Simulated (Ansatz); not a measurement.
Varying the input for Cd

The reference input for Ansatz (plane-wave DFT with PAW):

```yaml
crystal:
  lattice:
    - [1.6080291515, 0.9283960635, 2.44928741]
    - [-1.6080291515, 0.9283960635, 2.44928741]
    - [0.0, -1.856792127, 2.44928741]
  atoms:
    - { symbol: Cd, position: [0.0, 0.0, 0.0] }
basis:
  ecutwfc: 420
kpoints:
  mp_grid: { grid: [9, 9, 9] }
hamiltonian:
  xc: pbe
scf:
  occupations: { method: gaussian, width: 0.1 }
output:
  forces: true
  stress: true
  eigenvalues: true
```

Command:

```bash
ansatz run input.yaml --threads 1 --pin off --max-ram 1331MiB --backend cpu --events-out ev --progress --plain --runs-dir out
```

The run converges in 6 SCF iterations on 85 irreducible k-points: pressure 2.28 GPa, no gap.

Settings here are deliberately varied, not converged. Each trial's input is given as a difference from the reference's; energies are extrapolated to zero smearing where there is one, and pressure is positive in compression.

Problem. Trial 1 (volume scaled):

```diff
 crystal:
   lattice:
-    - [1.6080291515, 0.9283960635, 2.44928741]
-    - [-1.6080291515, 0.9283960635, 2.44928741]
-    - [0.0, -1.856792127, 2.44928741]
+    - [1.5873971943, 0.9164841975, 2.4178616159]
+    - [-1.5873971943, 0.9164841975, 2.4178616159]
+    - [0.0, -1.8329683949, 2.4178616159]
 kpoints:
-  mp_grid: { grid: [9, 9, 9] }
+  mp_grid: { grid: [6, 6, 6] }
 hamiltonian:
+  dispersion: d3bjatm
 scf:
+  n_extra_bands: 3
+  mixing: { algorithm: anderson, beta: 0.98, ndim: 3 }
+  initial_density: { chi_scale: 0, normalization: atom }
+  max_iter: 64
+accuracy: high
```

What happens?

Solution. The run converges in 10 SCF iterations on 32 irreducible k-points: pressure 2.56 GPa, no gap.

Problem. Trial 2 (volume scaled):

```diff
 crystal:
   lattice:
-    - [1.6080291515, 0.9283960635, 2.44928741]
-    - [-1.6080291515, 0.9283960635, 2.44928741]
-    - [0.0, -1.856792127, 2.44928741]
+    - [1.6498147024, 0.9525209625, 2.5129335346]
+    - [-1.6498147024, 0.9525209625, 2.5129335346]
+    - [0.0, -1.9050419251, 2.5129335346]
 kpoints:
-  mp_grid: { grid: [9, 9, 9] }
+  mp_grid: { kspacing: 1.5 }
 scf:
+  mixing: { algorithm: msr1, beta: 0.11 }
+  max_iter: 73
```

What happens?

Solution. The run converges in 6 SCF iterations on 4 irreducible k-points: energy 1.26 eV per atom above the reference, pressure 5.47 GPa, no gap.

Problem. Trial 3 (the one atom moved, which only shifts the crystal as a whole):

```diff
 crystal:
   atoms:
-    - { symbol: Cd, position: [0.0, 0.0, 0.0] }
+    - { symbol: Cd, position: [0.1554698183, -0.1554698183, 0.0] }
 basis:
-  ecutwfc: 420
+  ecutwfc: 280
 kpoints:
-  mp_grid: { grid: [9, 9, 9] }
+  mp_grid: { grid: [3, 3, 3] }
+  band_path: { path: [[0, 0, 0], [0.5, 0, 0], [0.5, 0.5, 0.5]], npoints: 4 }
 hamiltonian:
+  dispersion: d3bj
```

How does this run end?

Solution. The run converges in 6 SCF iterations on 6 irreducible k-points: pressure 1.12 GPa, gap on the sampled k-points 2.03 eV (the reference is a metal, so it comes from the sampling or the changed settings). It warns that the cutoff lies under the recommended one, 420 eV for these potentials.